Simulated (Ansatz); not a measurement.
# C (P6_3/mmc) in Ansatz: notebook

One crystal, C, is run at these levels: HSE06, PBE0; tasks: band structure.

The COD entry that gives the cell may itself be a prediction, so a difference from it is no test against experiment.

All numbers are computed with Ansatz 0.2.0; they aren't measurements. Logs are shortened: lines on timing, memory, paths and dates and some standing lists are left out, and cuts for length are marked.

## 1. The structure

It takes space group P6_3/mmc (No. 194, hexagonal). Conventional cell: a = 2.522 Å, b = 2.522 Å, c = 8.237 Å, α = 90.00°, β = 90.00°, γ = 120.00°. C (site symmetry 3m) has 4 C at 1.54 Å as nearest neighbours. C (site symmetry 3m) has 4 C at 1.54 Å as nearest neighbours.

This is a hexagonal form of diamond, not graphite.

## 2. Band structure, HSE06

input

```
crystal:
  lattice:
    - [2.5221, 0.0, 0.0]
    - [-1.26105, 2.1842026709, 0.0]
    - [0.0, 0.0, 8.2371]
  atoms:
    - { symbol: C, position: [0.6666666667, 0.3333333333, 0.84375] }
    - { symbol: C, position: [0.3333333333, 0.6666666667, 0.34375] }
    - { symbol: C, position: [0.6666666667, 0.3333333333, 0.65625] }
    - { symbol: C, position: [0.3333333333, 0.6666666667, 0.15625] }
    - { symbol: C, position: [0.0, 0.0, 0.90625] }
    - { symbol: C, position: [0.0, 0.0, 0.40625] }
    - { symbol: C, position: [0.0, 0.0, 0.59375] }
    - { symbol: C, position: [0.0, 0.0, 0.09375] }
hamiltonian:
  xc: hse06
  pseudopotentials: { kind: paw }
kpoints:
  mp_grid: { grid: [8, 8, 2] }
  band_path:
    path:
      - [[0.0, 0.0, 0.0], [0.5, 0.0, 0.0], [0.3333333333, 0.3333333333, 0.0], [0.0, 0.0, 0.0], [0.0, 0.0, 0.5], [0.5, 0.0, 0.5], [0.3333333333, 0.3333333333, 0.5], [0.0, 0.0, 0.5]]
      - [[0.5, 0.0, 0.5], [0.5, 0.0, 0.0]]
      - [[0.3333333333, 0.3333333333, 0.0], [0.3333333333, 0.3333333333, 0.5]]
    npoints: 4
scf:
  occupations: { method: fermi_dirac, width: 0.05 }
  n_extra_bands: 20
output:
  forces: true
  stress: true
  eigenvalues: true
  fatbands: false
  write_density: true
  write_potential: true
  elf: true
  volumetric_format: npy
```

Potentials or basis: Ansatz PAW.

The program printed:

```text
Warning: output.stress: scf.convergence.dr2_threshold = 1e-7 eV (the SCF's general default) is looser than the 8e-10 eV advised for a printed stress (1e-10 eV for each atom of the cell: 8). What an SCF threshold leaves in a stress goes as its square root, and in the free energy as the threshold itself, and one threshold admits the most on a small cell: of the crystals measured, under no hybrid functional and no lock of the moments, on runs that ended without the residual-converged pass, on stresses that held no estimate of that error, the worst erred by over 100 MPa in a component at 1e-7 eV an atom and by under 5 at 1e-10. Set scf.convergence.dr2_threshold to 8e-10 eV or tighter. The threshold is an SCF's pass mark: one that does not reach it within its budget of iterations ends unconverged, or closes short of it on a stop that the run arms, and scf.convergence.dr2_threshold's page says what that costs each kind of run
Warning: output.stress: scf.exx.energy_threshold = 1e-6 eV is looser than the 8e-8 eV advised for a stress under a hybrid functional (1e-8 eV for each atom of the cell: 8). Every SCF of the exchange loop can meet its threshold on dr2 while the loop round them stops early: no threshold on dr2 bounds what that leaves in the stress. Set scf.exx.energy_threshold to 8e-8 eV or tighter. The threshold is the loop's pass mark: a loop that does not reach it within its budget of cycles ends unconverged, and scf.exx.energy_threshold's page has the law
scf.n_extra_bands = 20 over 16 filled bands (N_el = 32.0): the run solves 36 bands
GPUs: using 1 of 1 available (devices: 1).
Engine: ansatz 0.2.0, x86_64-unknown-linux-gnu
Pseudopotentials: kind: paw
Pseudopotential: C, paw, valence charge 4, recommended cutoff 420 eV (normal), C.paw.azcp
Functional definition: HSE06
  parameter a = 0.25
  parameter omega = 0.11/bohr
  exchange = pbe_x - a*pbe_x_sr(omega) + a*exact_x_sr(omega)
  correlation = pbe_c
device memory: the entry about to start is reckoned to put 0.8 GiB on a device that reports 37.6 GiB free (of which the cap on the GPU budget leaves the run 18.0 GiB)
GPU FFT provider: cuFFT
GPU libraries: cuBLAS 13.8.2, cuFFT 12.4.0, cuSOLVER 12.3.4
Crystal: 8 atoms, lattice volume = 45.376 Å³
Basis set: ecut = 420 eV, 909 PW (Γ), exchange–correlation on 36×36×120 points (8 copies of the dense FFT grid, shifted against one another)
Bands: 36, of which v1, the nominal top of the filled ones, is band 16 counted from 1 (15 counted from 0)
Symmetry: 24 space group operations
Space group: P63/mmc (ITA 194), of the structure as read, at distance tolerance 3.6e-5 Å
k-points: 20 of 128
Non-local potential: C, projectors of the file, l = 0: 2, l = 1: 2, l = 2: 1
PAW form: soft (Blöchl's): semilocal exchange-correlation on the pseudo side does not see the compensation charge
PAW frozen core: C, regenerated for the run's functional, and the local potential with it (the file was generated under x = pbe(κ = 0.804, μ = 0.2195149727645171), c = pbe(β = 0.06672455060314922))
PAW one-centre angular grid: C, 110 points (default); XC on 64 Gauss nodes
Initial density: superposition of atomic densities (neutral atoms: chi_scale 0, normalization atom), corrected by the library's trained network
Initial wavefunctions: pseudopotential atomic-orbital guess
GPU buffer pool allocated for 19440 grid points (all kernels)
GPU transforms: local potential and band sums: pruned to the plane-wave sphere, on 18×18×60
Functional: x = pbe(κ = 0.804, μ = 0.2195149727645171), c = pbe(β = 0.06672455060314922), warm-up for x = pbe(κ = 0.804, μ = 0.2195149727645171) + 0.25 (exact − pbe) at short range (hse, ω = 0.20786987370883472 Å⁻¹), c = pbe(β = 0.06672455060314922); HSE06 as pw.x's `hse` composes it (authors' and Libxc's form: `xc: wpbeh`)
SCF iter   1: F=—  HF=-2006.367500 eV  |F-HF|=—  |Δ(HF+E_count)|=         —  Δρ=3.15e-3  dr2=2.78e-3  ethr=1.77e-3  ⟨swp⟩=7.1  Hψ=3265  notcnv=0
preconditioner: auto → none  [insulator: Δε(μ)=4.454 eV  Ē_g=21.503 eV  σ=0.050 eV  W_gap=1.00  n_scr=6 (ndim 8)  ℏωp=31.2 eV  f_vac=0.000  D(μ)=0.00/eV (n_scr^D=0)]
iter 2 solved again at ethr=8.16e-7 eV; its pass at ethr=8.69e-6 eV (dr2=2.61e-4 eV) is discarded
SCF iter   2: F=-2006.367450 eV  HF=-2006.367292 eV  |F-HF|=1.58e-4  |Δ(HF+E_count)|=   2.07e-4  Δρ=1.33e-3  dr2=2.58e-4  ethr=8.16e-7  ⟨swp⟩=2.3  Hψ=2332  notcnv=0  defer=2
SCF 1 stopped early in 2 iterations: F = -2006.367450 eV  dr2 = 2.58e-4
device memory: the entry about to start is reckoned to put 1.3 GiB on a device that reports 37.4 GiB free (of which the cap on the GPU budget leaves the run 18.0 GiB)
GPU FFT provider: cuFFT
GPU libraries: cuBLAS 13.8.2, cuFFT 12.4.0, cuSOLVER 12.3.4
Initial density: handed on by an earlier stage of this run
Initial wavefunctions: those handed on with the density
GPU buffer pool allocated for 19440 grid points (all kernels)
GPU transforms: local potential and band sums: pruned to the plane-wave sphere, on 18×18×60
Functional: x = pbe(κ = 0.804, μ = 0.2195149727645171) + 0.25 (exact − pbe) at short range (hse, ω = 0.20786987370883472 Å⁻¹), c = pbe(β = 0.06672455060314922); HSE06 as pw.x's `hse` composes it (authors' and Libxc's form: `xc: wpbeh`)
Exchange kernel: α = 0.2500, screened, ω = 0.2079 Å⁻¹, Wigner–Seitz truncation, v(0) = 1042.3085 eV·Å³, q-mesh 8×8×2, nearest image of the exchange supercell L = 16.47 Å, pair-density grid 12×12×40, without the augmentation charges, whose exchange is taken in its separable form by FFT convolution over the k-point mesh (sized by the pseudopotential files, 15×15×60 at the most), smooth part of the exact exchange by density-matrix convolution in up to 1.33 GiB of GPU memory as planned if the GPU has room (build and FFT work areas not counted)
Frozen-core exchange: fock
SCF iter   1: F=—  HF=-2006.951871 eV  |F-HF|=—  |Δ(HF+E_count)|=         —  Δρ=1.02e-2  dr2=2.02e-2  ethr=8.05e-6  ⟨swp⟩=5.2  Hψ=3210  notcnv=0
preconditioner: auto → none  [insulator: Δε(μ)=5.540 eV  Ē_g=24.108 eV  σ=0.050 eV  W_gap=1.00  n_scr=6 (ndim 8)  ℏωp=31.2 eV  f_vac=0.000  D(μ)=0.00/eV (n_scr^D=0)]
SCF iter   2: F=—  HF=-2006.944031 eV  |F-HF|=—  |Δ(HF+E_count)|=   7.84e-3  Δρ=4.29e-3  dr2=3.16e-3  ethr=8.05e-6  ⟨swp⟩=3.0  Hψ=1918  notcnv=0
SCF iter   3: F=—  HF=-2006.950085 eV  |F-HF|=—  |Δ(HF+E_count)|=   6.05e-3  Δρ=9.28e-4  dr2=1.36e-4  ethr=8.05e-6  ⟨swp⟩=3.4  Hψ=1196  notcnv=0
SCF iter   4: F=—  HF=-2006.950043 eV  |F-HF|=—  |Δ(HF+E_count)|=   4.20e-5  Δρ=2.06e-4  dr2=2.12e-5  ethr=4.00e-7  ⟨swp⟩=2.8  Hψ=1096  notcnv=0  defer=3
SCF iter   5: F=—  HF=-2006.950092 eV  |F-HF|=—  |Δ(HF+E_count)|=   4.97e-5  Δρ=1.40e-4  dr2=7.48e-6  ethr=4.76e-8  ⟨swp⟩=4.3  Hψ=1966  notcnv=0
SCF iter   6: F=-2006.950090 eV  HF=-2006.950090 eV  |F-HF|=5.55e-9  |Δ(HF+E_count)|=   2.48e-6  Δρ=4.50e-6  dr2=3.32e-7  ethr=2.24e-8  ⟨swp⟩=2.8  Hψ=1107  notcnv=0
SCF 2 stopped early in 6 iterations: F = -2006.950090 eV  dr2 = 3.32e-7
  Residual-converged pass: ⟨swp⟩=3.0  Hψ=1359  notcnv=0  max |occ|·‖R‖ = 6.3e-6 eV (tolerance 6.7e-6 eV)  dr2=3.30e-7  dr2_onsite=1.33e-10  max |Δocc| = 0.0e0
hybrid outer 1: dexx = +8.021e-3 eV, tail = 3.44e-5 eV
GPU FFT provider: cuFFT
GPU libraries: cuBLAS 13.8.2, cuFFT 12.4.0, cuSOLVER 12.3.4
GPU buffer pool allocated for 19440 grid points (all kernels)
GPU transforms: local potential and band sums: pruned to the plane-wave sphere, on 18×18×60
Exchange kernel: α = 0.2500, screened, ω = 0.2079 Å⁻¹, Wigner–Seitz truncation, v(0) = 1042.3085 eV·Å³, q-mesh 8×8×2, nearest image of the exchange supercell L = 16.47 Å, pair-density grid 12×12×40, without the augmentation charges, whose exchange is taken in its separable form by FFT convolution over the k-point mesh (sized by the pseudopotential files, 15×15×60 at the most), smooth part of the exact exchange by density-matrix convolution in up to 1.33 GiB of GPU memory as planned if the GPU has room (build and FFT work areas not counted)
Frozen-core exchange: fock
SCF iter   1: F=—  HF=-2006.950253 eV  |F-HF|=—  |Δ(HF+E_count)|=         —  Δρ=7.69e-5  dr2=1.27e-6  ethr=5.38e-7  ⟨swp⟩=4.4  Hψ=1823  notcnv=0
preconditioner: auto → none  [insulator: Δε(μ)=5.601 eV  Ē_g=24.115 eV  σ=0.050 eV  W_gap=1.00  n_scr=6 (ndim 8)  ℏωp=31.2 eV  f_vac=0.000  D(μ)=0.00/eV (n_scr^D=0)]
SCF iter   2: F=—  HF=-2006.950253 eV  |F-HF|=—  |Δ(HF+E_count)|=   4.31e-7  Δρ=1.65e-5  dr2=6.22e-8  ethr=3.82e-9  ⟨swp⟩=3.0  Hψ=1194  notcnv=0
SCF iter   3: F=—  HF=-2006.950253 eV  |F-HF|=—  |Δ(HF+E_count)|=   2.46e-7  Δρ=5.48e-6  dr2=9.10e-9  ethr=7.58e-11  ⟨swp⟩=5.0  Hψ=1800  notcnv=0  defer=5
SCF iter   4: F=-2006.950253 eV  HF=-2006.950253 eV  |F-HF|=3.77e-11  |Δ(HF+E_count)|=   1.38e-9  Δρ=9.04e-7  dr2=3.58e-10  ethr=2.17e-11  ⟨swp⟩=3.0  Hψ=1479  notcnv=0
SCF 3 converged in 4 iterations: F = -2006.950253 eV  dr2 = 3.58e-10
  Residual-converged pass: ⟨swp⟩=3.0  Hψ=1114  notcnv=0  max |occ|·‖R‖ = 8.9e-7 eV (tolerance 8.9e-7 eV)  dr2=3.58e-10  dr2_onsite=1.12e-11  max |Δocc| = 0.0e0
hybrid outer 2: dexx = +4.911e-7 eV, tail = 1.51e-8 eV, Δε = 2.19e-3 eV (about 4.53e-5 eV left of the loop's levels), ΔF = 1.46e-3 eV/Å (tail 3.49e-4)
device memory: the entry about to start is reckoned to put 0.6 GiB on a device that reports 25.3 GiB free (of which the cap on the GPU budget leaves the run 18.0 GiB)
NSCF: frozen V_eff on 39 k-points, pencils in batches of 32, up to order 160
hybrid SCF converged: 2 outer / 10 inner (+2 warm-up), last move |dexx| = 4.91e-7 eV, tail = 1.51e-8 eV
Stability not checked: this state was not tested for a lower state beside it, because the functional holds exact exchange (a hybrid, or Hartree-Fock), whose exchange loop this test does not read (fock_operator; see scf.lower_state_search)
Free energy (F): -2006.950253 eV
Frozen-core exchange: fock
Harris-Foulkes:  -2006.950253 eV  (|F-HF|=3.77e-11)
Internal energy: -2006.950253 eV  (E = F + TS)
E sigma→0 (E₀):  -2006.950253 eV
Fermi energy:    15.609519 eV
--- Per-component energies (eV) ---
  E_band       = 91.307309
  E_kinetic    = 736.045485
  E_local      = -484.510600  (includes V_loc(G=0)·N_el)
  E_nonlocal   = 208.998201
  E_hartree    = 106.763384
  E_xc         = -315.720188
  E_vxc        = -387.931009  (∫ρ·V_xc dr)
  E_exx        = -73.180703  (= α·E_x^exact, valence–valence)
  E_paw        = -794.397778  (= ΣΔE_a)
  E_vpaw       = -48.459848  (= ΣTr[D̂ρ^β])
  E_aug_tail   = 0.000066  (compensation charges beyond the density's cutoff)
  E_ewald      = -1390.810376
  E_core_change = -0.137746  (= ΣΔE_core)
  E_smearing   = -0.000000  (= −TS)
  E_closure    = 0.000000  (closes the sum)
  Σ components = -2006.950253   (vs F -2006.950253, Δ=-2.27e-13)
--- Forces (eV/Å), atoms counted from 1 ---
  atom   1  C     -0.00000000    -0.00000000     0.33367877
  atom   2  C      0.00000000     0.00000000     0.33367877
  atom   3  C     -0.00000000    -0.00000000    -0.33367877
  atom   4  C      0.00000000     0.00000000    -0.33367877
  atom   5  C     -0.00000000     0.00000000     0.32703339
  atom   6  C      0.00000000    -0.00000000     0.32703339
  atom   7  C      0.00000000     0.00000000    -0.32703339
  atom   8  C      0.00000000    -0.00000000    -0.32703339
  max |Σ_I F_I| component: 5.55e-17 eV/Å
--- Stress (GPa, compression-positive) ---
      -11.836113       0.000000       0.000000
        0.000000     -11.836113       0.000000
        0.000000       0.000000       0.693913
  P = ⅓ Tr σ = -7.6594 GPa (-76.594 kbar)
--- Band table (eV; the first three rows and the last of 20) ---
  k-point 0: bands = ["-10.8464", "-9.0129", "-8.9619", "-4.5965", "-1.9435", "5.4765", "5.5467", "9.5304", "9.5304", "10.7198", "10.7198", "10.9529", "10.9529", "12.6152", "12.8448", "12.8448", "19.3874", "19.3874", "19.9503", "21.3268", "21.3268", "21.6560", "22.3590", "22.3590", "22.5193", "22.5526", "23.4610", "23.4610", "28.2212", "29.2670", "30.7077", "32.1093", "32.7308", "32.7935", "35.5179", "35.5745"]
  k-point 1: bands = ["-10.3784", "-10.3784", "-6.7447", "-6.7447", "1.0013", "1.0013", "9.8714", "9.8714", "9.8714", "9.8714", "10.0983", "10.0983", "12.1221", "12.1221", "12.1221", "12.1221", "20.2287", "20.2287", "20.2287", "20.2287", "20.9807", "20.9807", "22.5310", "22.5310", "23.0537", "23.0537", "23.0537", "23.0537", "28.6070", "28.6070", "31.5063", "31.5063", "32.9163", "32.9163", "35.2797", "35.2797"]
  k-point 2: bands = ["-10.4317", "-8.6058", "-8.5526", "-4.2228", "-1.5651", "5.6464", "5.7165", "7.6111", "8.7168", "8.9358", "9.1835", "10.0629", "10.1902", "11.2459", "11.9903", "12.2281", "19.4672", "20.2923", "20.4953", "21.0620", "21.9969", "22.6113", "22.8101", "23.3103", "23.3168", "23.9314", "24.2549", "24.9129", "27.7556", "28.6084", "30.1743", "31.7631", "31.8139", "33.2574", "34.1404", "34.3086"]
  k-point 19: bands = ["-3.6326", "-3.6326", "-2.4822", "-2.4822", "0.2139", "0.2139", "0.4748", "0.4748", "2.8286", "2.8286", "4.4360", "4.4360", "6.4837", "6.4837", "7.7520", "7.7520", "19.5276", "19.5276", "23.9521", "23.9521", "24.6668", "24.6668", "25.7884", "25.7884", "26.9163", "26.9163", "27.8283", "27.8283", "29.2662", "29.2662", "30.7139", "30.7139", "31.9873", "31.9873", "34.7870", "34.7870"]
```

It took 50 s on 1 × NVIDIA H100 80GB HBM3 with 2 threads of AMD EPYC 7R13 (Zen 3), shared host; peak memory 1.8 GiB.

Results:

| Item | Value |
| --- | --- |
| Free energy | -2006.9503 eV |
| Pressure | -7.7 GPa |
| Largest force | 0.334 eV/Å |
| Band gap on the k mesh | 5.60 eV, indirect (least direct gap 6.54 eV) |
| Band gap along the path | 5.60 eV, indirect (least direct gap 6.54 eV) |

Forces in eV/Å, atoms in the order of the input:
```
C    0.000  0.000  0.334
C    0.000  0.000  0.334
C    0.000  0.000 -0.334
C    0.000  0.000 -0.334
C    0.000  0.000  0.327
C    0.000  0.000  0.327
C    0.000  0.000 -0.327
C    0.000  0.000 -0.327
```

Levels at the corners of the path, in eV from the valence-band top:
```tsv
point	band 12	band 13	band 14	band 15	band 16	band 17	band 18	band 19	band 20	band 21
Γ	-1.89	-1.89	-0.23	0.00	0.00	6.54	6.54	7.11	8.48	8.48
M	-5.48	-5.46	-4.98	-4.03	-3.21	5.61	6.80	7.15	7.27	8.28
K	-8.14	-7.77	-6.15	-6.15	-4.41	7.53	7.53	9.33	9.90	9.90
Γ	-1.89	-1.89	-0.23	0.00	0.00	6.54	6.54	7.11	8.48	8.48
A	-2.75	-0.72	-0.72	-0.72	-0.72	7.38	7.38	7.38	7.38	8.14
L	-6.61	-5.14	-5.14	-3.99	-3.99	6.00	6.00	8.40	8.40	9.00
H	-9.27	-5.86	-5.86	-5.56	-5.56	6.41	6.41	11.38	11.38	12.78
A	-2.75	-0.72	-0.72	-0.72	-0.72	7.38	7.38	7.38	7.38	8.14
L	-6.61	-5.14	-5.14	-3.99	-3.99	6.00	6.00	8.40	8.40	9.00
M	-5.48	-5.46	-4.98	-4.03	-3.21	5.61	6.80	7.15	7.27	8.28
K	-8.14	-7.77	-6.15	-6.15	-4.41	7.53	7.53	9.33	9.90	9.90
H	-9.27	-5.86	-5.86	-5.56	-5.56	6.41	6.41	11.38	11.38	12.78
```

Caveat: the pressure holds a Pulay correction of +0.8 GPa for the finite cutoff; the PAW data sets come from PBE, with cores solved anew for the run's functional, which leaves a small shift of forces and pressure; the thresholds are loose for stress.

## 3. Band structure, PBE0

input: that of step 2 with these lines changed.

```diff
@@ -15,3 +15,3 @@
 hamiltonian:
-  xc: hse06
+  xc: pbe0
   pseudopotentials: { kind: paw }
@@ -33,5 +33 @@
   fatbands: false
-  write_density: true
-  write_potential: true
-  elf: true
-  volumetric_format: npy
```

Potentials or basis: Ansatz PAW.

Wall time 38 s (1 × NVIDIA H100 80GB HBM3 with 2 threads of AMD EPYC 7R13 (Zen 3), shared host); peak memory 1.8 GiB.

It converged, with:

```
Free energy             : -2007.3985 eV
Pressure                : -7.8 GPa
Largest force           : 0.332 eV/Å
Band gap on the k mesh  : 6.36 eV, indirect (least direct gap 7.28 eV)
Band gap along the path : 6.36 eV, indirect (least direct gap 7.28 eV)
```

Forces on the atoms (eV/Å):
```
C    0.000  0.000  0.332
C    0.000  0.000  0.332
C    0.000  0.000 -0.332
C    0.000  0.000 -0.332
C    0.000  0.000  0.327
C    0.000  0.000  0.327
C    0.000  0.000 -0.327
C    0.000  0.000 -0.327
```

Stress tensor (GPa, compression positive):
```
-11.92   0.00   0.00
  0.00 -11.92   0.00
  0.00   0.00   0.59
```

Levels at the corners of the path, in eV from the valence-band top:
```tsv
point	band 13	band 14	band 15	band 16	band 17	band 18	band 19	band 20
Γ	-1.91	-0.22	0.00	0.00	7.28	7.28	7.84	9.24
M	-5.49	-5.01	-4.06	-3.23	6.37	7.56	7.91	8.03
K	-7.81	-6.18	-6.18	-4.44	8.29	8.29	10.10	10.67
Γ	-1.91	-0.22	0.00	0.00	7.28	7.28	7.84	9.24
A	-0.73	-0.73	-0.73	-0.73	8.13	8.13	8.13	8.13
L	-5.17	-5.17	-4.02	-4.02	6.76	6.76	9.17	9.17
H	-5.89	-5.89	-5.59	-5.59	7.17	7.17	12.15	12.15
A	-0.73	-0.73	-0.73	-0.73	8.13	8.13	8.13	8.13
L	-5.17	-5.17	-4.02	-4.02	6.76	6.76	9.17	9.17
M	-5.49	-5.01	-4.06	-3.23	6.37	7.56	7.91	8.03
K	-7.81	-6.18	-6.18	-4.44	8.29	8.29	10.10	10.67
H	-5.89	-5.89	-5.59	-5.59	7.17	7.17	12.15	12.15
```

Caveat: the pressure holds a Pulay correction of +0.8 GPa for the finite cutoff; the PAW data sets come from PBE, with cores solved anew for the run's functional, which leaves a small shift of forces and pressure; the thresholds are loose for stress.
